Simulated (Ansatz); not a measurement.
**Stress against strain in La**

```
CELL_PARAMETERS angstrom
3.75000 0.00000 0.00000
-1.87500 3.24760 0.00000
0.00000 0.00000 6.07000
ATOMIC_POSITIONS crystal
La 0.33333 0.66667 0.25000
La 0.66667 0.33333 0.75000
```

Atom numbers follow the list: La1, La2.

The cell comes from COD entry 9008503, which wasn't checked; take it as a given geometry. It differs from other determinations.

Spin–orbit coupling is left out, though it moves levels of the heavy atoms by tenths of an eV or more.

Method: DFT, LDA, all-electron LAPW, scalar-relativistic (Ansatz 0.2.0).

Sampling and basis: a Γ-centred 11×11×6 k mesh, Fermi–Dirac smearing of 0.05 eV, basis error target 0.25 meV/atom, no spin polarisation.

The strain is applied along the Cartesian axes of the cell as listed (γ is the engineering shear, twice εxy = εyz = εzx). Fractional coordinates are held (clamped ions).

σ is the change of stress from the unstrained cell, which is at -3.00 GPa; tension is positive, so slopes are stress–strain coefficients at that pressure. In a metal the k mesh adds noise.

Only quantities that a quadratic follows smoothly over the whole series are listed; rougher ones are left out.

| γ | σxy (GPa) | σyz (GPa) |
| --- | --- | --- |
| -0.0200 | -0.29 | -0.20 |
| 0.0000 | 0.00 | 0.00 |
| 0.0100 | 0.14 | 0.10 |
| 0.0200 | 0.29 | 0.20 |

(1) Fit the series and read off the stiffness at zero strain.

(2) One run, at γ = -0.0100, is withheld. Predict its row.

Answers

(1) Least-squares fits y = p0 + p1 x + p2 x² to the rows give σxy (GPa): p1 = 14.5, p2 = 4.5; σyz (GPa): p1 = 10, p2 = -5.3e-14.

(2) The fits give -0.15, -0.10; the run gave -0.14, -0.10.
